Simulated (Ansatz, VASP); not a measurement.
## One calculation of Mg, two programs

File INCAR:

```
SYSTEM = Mg
  PREC = Accurate
  ENCUT = 520
  EDIFF = 1E-6
  ISMEAR = 0
  SIGMA = 0.014
  LREAL = .False.
  LASPH = .True.
  NELM = 100
  ALGO = Fast
  ISIF = 2
  LWAVE = .False.
  LCHARG = .True.
  GGA = PE
  LELF = .True.
  LVHAR = .True.
  NBANDS = 9
```

File KPOINTS:

```
regular mesh
0
Gamma
  10 10 5
  0 0 0
```

POSCAR

```
Mg
1.0
    3.2093000000      0.0000000000      0.0000000000
   -1.6046500000      2.7793353284      0.0000000000
    0.0000000000      0.0000000000      5.2103000000
Mg
2
Direct
    0.6666666667      0.3333333333      0.7500000000
    0.3333333333      0.6666666667      0.2500000000
```

The input input.yaml:

```yaml
crystal:
  lattice:
    - [3.2093, 0.0, 0.0]
    - [-1.60465, 2.7793353284, 0.0]
    - [0.0, 0.0, 5.2103]
  atoms:
    - { symbol: Mg, position: [0.6666666667, 0.3333333333, 0.75] }
    - { symbol: Mg, position: [0.3333333333, 0.6666666667, 0.25] }
hamiltonian:
  xc: pbe
  pseudopotentials: { kind: paw }
kpoints:
  mp_grid: { grid: [10, 10, 5] }
scf:
  occupations: { method: gaussian, width: 0.014 }
output:
  forces: true
  stress: true
  eigenvalues: true
  write_density: true
  write_potential: true
  elf: true
  volumetric_format: npy
```

Alike in both runs: task single point; functional PBE; k mesh 10 × 10 × 5; occupations gaussian, width 0.014 eV; no spin polarisation.

|  | VASP | Ansatz |
| --- | --- | --- |
| version | VASP 6.6.1 | Ansatz 0.2.0 |
| potentials or method | VASP PAW PBE potentials, release 64 (Mg) | Ansatz PAW |
| plane-wave cutoff (eV) | 520 | 420 |
| valence electrons in the cell | 4 | 20 |

VASP gave:

* gap on the k mesh at the Fermi level (eV): none
* pressure (GPa): -0.6
* largest component of the traceless stress (GPa): 0.51

Estimate Ansatz's values.

gap on the k mesh at the Fermi level (eV): none; pressure (GPa): -0.4; largest component of the traceless stress (GPa): 0.49.

A gap of «none» marks a metal or a gap that the smearing closes. With one functional, cell and mesh, what is left measures potentials, basis and numerics. The two sets of potentials don't hold the same shells in valence.
